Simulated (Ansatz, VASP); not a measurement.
**GaSb3: VASP beside Ansatz**

The input INCAR:

```
ALGO = Normal
EDIFF = 1E-6
ENCUT = 520
GGA = PS
ISIF = 2
ISMEAR = 0
IVDW = 12
LASPH = T
LCHARG = F
LREAL = F
LWAVE = F
NBANDS = 22
NELM = 100
PREC = Accurate
SIGMA = 0.15
```

The input KPOINTS:

```
k-points
0
Gamma
  12 12 12
```

POSCAR

```
GaSb3
1.0
    0.0000000000      3.5855047185      3.5855047185
    3.5855047185      0.0000000000      3.5855047185
    3.5855047185      3.5855047185      0.0000000000
Ga Sb
1 3
Direct
    0.0000000000      0.0000000000      0.0000000000
    0.2500000000      0.2500000000      0.2500000000
    0.7500000000      0.7500000000      0.7500000000
    0.5000000000      0.5000000000      0.5000000000
```

Input for Ansatz:

```yaml
crystal:
  lattice:
    - [0.0, 3.5855047185, 3.5855047185]
    - [3.5855047185, 0.0, 3.5855047185]
    - [3.5855047185, 3.5855047185, 0.0]
  atoms:
    - { symbol: Ga, position: [0.0, 0.0, 0.0] }
    - { symbol: Sb, position: [0.25, 0.25, 0.25] }
    - { symbol: Sb, position: [0.75, 0.75, 0.75] }
    - { symbol: Sb, position: [0.5, 0.5, 0.5] }
basis:
  ecutwfc: 420
kpoints:
  mp_grid: { grid: [12, 12, 12] }
hamiltonian:
  xc: pbesol
  dispersion: d3bj
scf:
  occupations: { method: gaussian, width: 0.15 }
output:
  forces: true
  stress: true
  eigenvalues: true
  write_density: true
  write_potential: true
  elf: true
  volumetric_format: npy
```

The cell comes from a database or a generator and needn't be the stable form of this composition.

Alike in both runs: task single point; functional PBEsol; dispersion D3(BJ); k mesh 12 × 12 × 12; occupations gaussian, width 0.15 eV; no spin polarisation.

```csv
,VASP,Ansatz
version,VASP 6.6.1,Ansatz 0.2.0
potentials or method,"VASP PAW PBE potentials, release 64 (Ga_d, Sb)","scalar-relativistic, plane waves, PAW"
plane-wave cutoff (eV),520,420
valence electrons in the cell,28,58
```

```tsv
	VASP	Ansatz	Ansatz less VASP
gap on the k mesh at the Fermi level (eV)	none	none	-
pressure (GPa)	0.5	0.5	-0.06
```

A gap of «none» marks a metal or a gap that the smearing closes. The two sets of potentials don't hold the same shells in valence.

Caveats: the PAW data sets were made with another functional, which shifts forces and pressure a little (VASP); pairwise dispersion overbinds metals, which lowers pressure and volume. Spin-orbit coupling is left out, which matters for the levels of Sb.
